At 300 eV the atoms of the Ta₂N crystal seem closest to rest, and yet its cell seems violently stretched. Its largest force, 0.100 eV/Å, is the smallest in the table, while its pressure of −38.30 GPa is the most extreme. The atoms and the cell are the same in every row. Only the cutoff changes, that is, the highest kinetic energy of the plane waves from which the electron states are built. Both odd readings come from a basis that is too small, and they differ because stretching a cell changes the waves, whereas moving an atom does not.

GPAW 26.7.0, PBE with PAW data sets (gpaw-data 1.2.1) in plane waves, for Ta₂N (P-3m1, 3 atoms) at fixed geometry without spin polarisation, 6×6×4 k mesh, Fermi-Dirac smearing of 0.05 eV. The sweep value is the plane-wave cutoff in eV. Energies are extrapolated to zero smearing; they and the force miss are taken relative to the 1200 eV run.

```tsv
sweep value	energy less tightest (meV/atom)	pressure (GPa)	force miss (eV/Å)	largest force (eV/Å)
300	1778.7	-38.30	0.126	0.100
350	1076.0	-29.51	0.122	0.104
400	628.3	-21.12	0.076	0.150
500	200.8	-9.68	0.019	0.207
600	58.2	-4.09	0.006	0.220
700	15.2	-1.79	0.001	0.225
800	3.9	-0.98	0.000	0.226
1000	0.5	-0.68	0.000	0.226
1200	0.0	-0.68	0.000	0.226
```

**From 300 to 400 eV: the basis cuts into the orbitals themselves**

A higher cutoff keeps all the old waves and adds shorter ones. The electrons gain freedom and lose none, so the energy should go down, apart from small errors of the numerical grids, and it does so at every step. The error at 300 eV, relative to the 1200 eV run, is 1778.7 meV per atom. Errors of this size are expected where compact states, such as N 2p or the Ta 5s and 5p shells if the data set treats them as valence, need shorter waves than the basis offers, though the numbers do not separate the two elements.

The pressure turns this energy error into a false tension. It is computed by straining the cell with a fixed set of waves, which stretch along with the cell. Longer waves have lower kinetic energy, so expansion quietly lowers the cutoff and raises the energy. The crystal then seems to resist expansion and to want to shrink, which is what a negative pressure means. This contribution is known as Pulay stress.

Its size follows in three steps. Let V be the volume per atom, E the energy per atom and C the cutoff.

1. In a cell that expands evenly, wavelengths grow as V^(1/3), so the kinetic energy of each wave, and with it C, falls as V^(−2/3).
2. Pressure is −dE/dV. If the basis error depends on C alone, its share of the pressure is (2/3V) · dE/d(ln C).
3. Since E falls as C rises, this share is negative.

The false pressure therefore measures how steeply the energy is still falling, not how far it has yet to fall.

The force behaves differently because plane waves are not attached to atoms. When a Ta atom moves, the basis stays as it was, and the force is in error only as far as the energy error depends on the atom's position. The step from 300 to 350 eV shows how weak that dependence can be. The energy drops by 703 meV per atom, yet the largest force changes by only a few thousandths of an eV/Å. The energy gained from the added waves hardly changes when the Ta atoms shift slightly, so the force miss hardly improves. The next step is different: a smaller energy drop comes with a force change of 0.046 eV/Å. How far the energy gain depends on the Ta position thus varies from step to step, and the table does not show why.

The small force at 300 eV is thus no sign of a better structure. In every row the largest force and its miss add up to 0.226 eV/Å, the value at the highest cutoff. The small basis weakens the same force, by more than half at 300 eV. By symmetry, this force can act only on the Ta atoms, along the c axis.

**From 500 to 700 eV: the basis reaches the tails**

Here each step removes a larger fraction of the energy error than the one before. Up to 400 eV, every additional 100 eV leaves more than a third of the error; by 700 eV it leaves about a quarter. An electron in a harmonic well, described by plane waves, shows how this can come about. Its orbital is a Gaussian, and so is its spread in wave number, the inverse measure of wavelength. A low cutoff removes part of the main body of that spread, and a higher one only the thin tail, where equal increases in cutoff remove nearly equal fractions of what remains. The comparison suggests the direction of the quickening decline up to 800 eV, not its size, and it does not cover the slower stretch that follows.

The step from 500 to 600 eV lets the pressure formula be tried by hand. Relative to the 1200 eV run, the excess pressure is −9.00 GPa at its start and −3.41 GPa at its end, or −6.2 GPa on average. With V = 13.62 Å³, ln(600/500) = 0.182 and 1 eV/Å³ = 160.2 GPa, the energy should drop by

1.5 × 13.62 × 6.2 / 160.2 × 0.182 ≈ 0.144 eV per atom.

The computed drop is 142.6 meV. So close a match is probably in part a cancellation: in the two short first steps, where averaging the ends is safest, the estimate falls 6 to 7 % short, while averaging the ends of a curve that flattens out is expected to push it up. The formula has no adjustable constant, and up to 800 eV it reproduces the drop in each step to within about 7 %; the printed analysis after this text gives the steps one by one. At the low cutoffs, then, most of the tension belongs to the basis and not to the crystal.

A series in which the k mesh was refined instead would lack this simple order. A finer mesh samples the electron states at different points and does not merely add freedom to the old description. The energy may then approach its limit from above or below, and the sign of the error is not known beforehand. With plane waves it is known, and so is the direction of the false pressure.

**From 800 to 1200 eV: pressure lags at first, then the simple picture fades**

At 800 eV the energy error is down to 0.22 % of its value at 300 eV, but the excess pressure is still at about 0.8 %. The formula explains the delay. Pressure follows the slope of the energy error against the logarithm of the cutoff. On that scale 100 eV is a much shorter step at 800 eV than at 300 eV, yet it still removes well over half of the remaining error. The relative decline is therefore steeper, and up to 800 eV each remaining meV brings more false pressure with it. At 1000 eV this lag is no longer visible: measured against the 1200 eV run, the pressure has closed its gap in the table while 0.5 meV of energy remains, and bounds of 1 meV per atom and 0.1 GPa are first met at this same cutoff. The force, which feels only the dependence on position, has already settled to within about 0.001 eV/Å at 700 eV.

This order matters for practical work. If the cell is to be relaxed, the pressure sets the cutoff, because a low value would shrink the crystal artificially. Going from 800 to 1000 eV removes a further 0.30 GPa of false tension for about 1.4 times as many plane waves. If only atoms move in a fixed cell, 700 eV already gives very nearly the force found at the highest cutoff.

Between 800 and 1000 eV the energy error declines more slowly again, with more than a third left per 100 eV instead of about a quarter. A possible reason, which these runs do not test, is that the smoothed orbitals of the PAW method are joined to their atomic parts with limited smoothness and so keep a weak tail of short waves. The pressure estimate also loses its grip here. From the rounded table values it comes out a quarter too large for this step, and in the last one it gives no drop at all where the energy still falls by 0.5 meV per atom. Rounding is not the main cause, because the unrounded outputs also give too large a drop for the first of these steps and far too small a one for the last. Two effects of opposite sign are expected. Averaging the two ends of a step overestimates the drop where the excess pressure fades so quickly, which fits the first step. Any false pressure left in the 1200 eV run is missing from the excess, which matters most in the last step, where by the same formula a drop of 0.5 meV calls for only about 0.02 GPa.

What remains at 1200 eV, −0.68 GPa and 0.226 eV/Å, should belong almost entirely to the chosen structure, as PBE describes it at this k mesh and smearing. With the atoms held at their places in the cell, it would still contract a little. The Ta atoms would also move if they were free to, and that would change the pressure in turn. Ta₂N is a metal in these runs, so both values may shift with a finer mesh, however high the cutoff.

Numerical output:

```
Steps, each row compared with the row before:
   row  excess pressure over 1200 eV (GPa)  fraction of energy error left per 100 eV  computed energy drop (meV/atom)  drop estimated from pressure (meV/atom)
   300                              -37.62                                       n/a                              n/a                                      n/a
   350                              -28.83                                    0.3659                            702.7                                    653.1
   400                              -20.44                                     0.341                            447.7                                    419.5
   500                                  -9                                    0.3196                            427.5                                    418.8
   600                               -3.41                                    0.2898                            142.6                                    144.3
   700                               -1.11                                    0.2612                               43                                    44.42
   800                                -0.3                                    0.2566                             11.3                                       12
  1000                                   0                                    0.3581                              3.4                                    4.268
  1200                                   0                                         0                              0.5                                        0
Force:
   row  largest force plus miss (eV/A)  shortfall of largest force (%)
   300                           0.226                           55.75
   350                           0.226                           53.98
   400                           0.226                           33.63
   500                           0.226                           8.407
   600                           0.226                           2.655
   700                           0.226                          0.4425
   800                           0.226                               0
  1000                           0.226                               0
  1200                           0.226                               0
Smallest ratio of estimated to computed drop, steps up to 800 eV: 0.9294
Largest ratio of estimated to computed drop, steps up to 800 eV: 1.062
Ratio of estimated to computed drop, step from 800 to 1000 eV: 1.255
Energy error at 300 eV per formula unit (eV): 5.336
Energy error at 800 eV as share of that at 300 eV (%): 0.2193
Excess pressure at 800 eV as share of that at 300 eV (%): 0.7974
Fall of energy error from 300 to 350 eV (%): 39.51
Fall of force miss from 300 to 350 eV (%): 3.175
Number of plane waves at 1000 eV relative to 800 eV: 1.398
```
